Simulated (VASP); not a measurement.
HfB: single point with PBE

HfB:

```
CELL_PARAMETERS angstrom
0.00000 2.31000 2.31000
2.31000 0.00000 2.31000
2.31000 2.31000 0.00000
ATOMIC_POSITIONS crystal
Hf 0.50000 0.50000 0.50000
B 0.00000 0.00000 0.00000
```

```yaml
Program: VASP 6.6.1
Task: single point
Functional: PBE
Potentials_or_basis: VASP PAW PBE potentials, release 64 (Hf_pv, B)
Cutoff: 520 eV
k_mesh: 4 × 4 × 4
Occupations: fermi-dirac, width 0.02 eV
Spin: no spin polarisation
```

```yaml
Pressure: 32.4 GPa
Band_gap_on_the_k_mesh: none (metal or under the smearing width)
```

Levels at points of the mesh, in eV from the Fermi level:
| k point | band 2 | band 3 | band 4 | band 5 | band 6 | band 7 | band 8 | band 9 | band 10 | band 11 |
| --- | --- | --- | --- | --- | --- | --- | --- | --- | --- | --- |
| (0.00, 0.00, 0.00) | -28.34 | -28.34 | -9.59 | 2.16 | 2.16 | 2.16 | 3.98 | 3.98 | 3.98 | 4.19 |
| (0.50, 0.00, 0.00) | -28.42 | -28.42 | -5.04 | -4.06 | -1.38 | -1.38 | 6.50 | 6.50 | 7.57 | 8.43 |
| (0.50, 0.50, 0.00) | -28.60 | -28.60 | -6.74 | -1.15 | -0.92 | 2.38 | 2.38 | 6.22 | 7.87 | 7.87 |

Wall time 3.6 s on 1 thread of Intel(R) Xeon(R) Platinum 8259CL CPU @ 2.50GHz (Skylake/Cascade Lake), on a shared host, peak memory 0.14 GiB.

Caveat: the k mesh is coarse (spacing up to 0.59 Å⁻¹), so the values aren't converged; a pressure of tens of GPa on the cell as given is suspect, and the run, the potentials or the cell itself is likely at fault. The run has no spin-orbit coupling, so splittings on Hf are missing.
